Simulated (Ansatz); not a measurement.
An input for Ansatz 0.2.0 (BN):

File input.yaml:

```yaml
crystal:
  lattice:
    - [0.0, 1.813001, 1.813001]
    - [1.813001, 0.0, 1.813001]
    - [1.813001, 1.813001, 0.0]
  atoms:
    - { symbol: "N", position: [0.270461, 0.200007, 0.252839], spin: 2.0 }
    - { symbol: B, position: [0.050068, -0.020717, 0.006089] }
hamiltonian:
  xc: r2scanh
  pseudopotentials: { kind: paw }
magnetization:
  spin_polarized: true
  initial_magnetization: 2.0
  spin_locking: { lock_magnetization: hard }
kpoints:
  mp_grid: { grid: [7, 7, 7] }
scf:
  occupations: { method: tetrahedron }
  n_extra_bands: 6
output:
  forces: true
  stress: true
  dos: { projected: false, de: 0.05 }
```

Potentials or basis: Ansatz PAW.

Launch:

```bash
$ ansatz run input.yaml --threads 2 --pin off --max-ram 5632MiB --backend cpu --events-out ev --progress --plain --runs-dir out
```

Q: Does this run start?

A: The run stopped without a result. It printed:

Output:

```text
Error: 2 input errors — fix all and re-run
```
